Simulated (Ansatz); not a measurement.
The system is Tc.

```
Tc
1.0
     2.74000    0.00000    0.00000
    -1.37000    2.37291    0.00000
     0.00000    0.00000    4.39800
Tc
2
Direct
  0.66667 0.33333 0.75000
  0.33333 0.66667 0.25000
```

Base run:

| Quantity | Value |
| --- | --- |
| Program | Ansatz 0.2.0 |
| Functional | PBE |
| Potentials or basis | Ansatz PAW earlier set |
| Cutoff | 500 eV |
| Density cutoff | 2000 eV |
| k mesh | 11 × 11 × 6 |
| Occupations | fermi-dirac, width 0.05 eV |
| Spin | no spin polarisation |

Its results: band gap on the k mesh none (metal or under the smearing width); pressure 2.9 GPa.

**Question.** After a change of settings the same cell gave: band gap on the k mesh none (metal or under the smearing width); pressure -6.6 GPa. Which change was it?
A. functional from PBE to LDA; occupations from fermi-dirac, width 0.05 eV to gaussian, width 0.05 eV
B. functional from PBE to r2SCAN; occupations from fermi-dirac, width 0.05 eV to tetrahedron
C. functional from PBE to PBEsol
D. functional from PBE to r2SCAN; k mesh from 11 × 11 × 6 to 6 × 6 × 4

**Answer.** C.

PBEsol binds more tightly than PBE, so the same cell stands under less pressure.

Caveats: the PAW data sets come from PBE, with cores solved anew for the run's functional, which leaves a small shift of forces and pressure (some runs).

Not every run made on this cell is shown here.
